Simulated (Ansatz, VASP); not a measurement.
# SiC: VASP beside Ansatz

```xyz
2
Lattice="0.0000 2.1740 2.1740 2.1740 0.0000 2.1740 2.1740 2.1740 0.0000" Properties=species:S:1:pos:R:3 pbc="T T T"
Si    0.0000    0.0000    0.0000
C     3.2610    3.2610    3.3735
```

Change from the starting cell: all C atoms moved +0.113 Å, as atom 2 along Cartesian [0 0 1].

Alike in both runs: task single point; functional r2SCAN; k mesh 12 × 12 × 12; occupations gaussian, width 0.05 eV; no spin polarisation.

|  | VASP | Ansatz |
| --- | --- | --- |
| version | VASP 6.6.1 | Ansatz 0.2.0 |
| potentials or method | VASP PAW PBE potentials, release 64 (Si, C) | scalar-relativistic, plane waves, PAW |
| plane-wave cutoff (eV) | 520 | 500 |
| valence electrons in the cell | 8 | 8 |

VASP gave:

```
gap on the k mesh at the Fermi level (eV)       : 1.17
least direct gap on the mesh (eV)               : 4.78
pressure (GPa)                                  : 2.7
largest component of the traceless stress (GPa) : 7.01
rms of the force components (eV/Å)              : 1.274
```

Q: Which values does Ansatz return?

A: gap on the k mesh at the Fermi level (eV): 1.16; least direct gap on the mesh (eV): 4.77; pressure (GPa): 2.9; largest component of the traceless stress (GPa): 7.08; rms of the force components (eV/Å): 1.277.

Atom by atom the forces differ by 0.003 eV/Å (rms over components).

Caveats: the PAW data sets were made with another functional, which shifts forces and pressure a little (VASP). A k mesh can miss the band edges.
